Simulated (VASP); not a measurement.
Here is a VASP 6.6.1 calculation.

The input INCAR:

```
SYSTEM = Mg
PREC = Accurate ; ENCUT = 520
EDIFF = 1E-7 ; ISMEAR = -1
SIGMA = 0.05 ; LREAL = .False.
LASPH = .True. ; NELM = 100
ALGO = Normal ; ISIF = 2
LWAVE = .False. ; LCHARG = .True.
GGA = PE ; LELF = .True.
LVHAR = .True. ; NBANDS = 7
```

The input KPOINTS:

```
Automatic mesh
0
Gamma
  11 11 11
  0 0 0
```

File POSCAR:

```
Mg
1.0
   -1.8359916300      1.8359916300      1.6794040200
    1.8359916300     -1.8359916300      1.6794040200
    1.8359916300      1.8359916300     -1.6794040200
Mg
1
Direct
    0.0000000000      0.0000000000      0.0000000000
```

Potentials or basis: VASP PAW PBE potentials, release 64 (Mg).

Command:

```console
$ cat potpaw_PBE.64/Mg/POTCAR > POTCAR
$ mpirun -np 1 vasp_std > vasp.out
```

Q: Estimate the pressure.

A: 0.4 GPa.

Q: Predict the band gap on the k mesh.

A: None (metal or under the smearing width).

Stress tensor (GPa, compression positive):
```
0.34 0.00 0.00
0.00 0.34 0.00
0.00 0.00 0.66
```
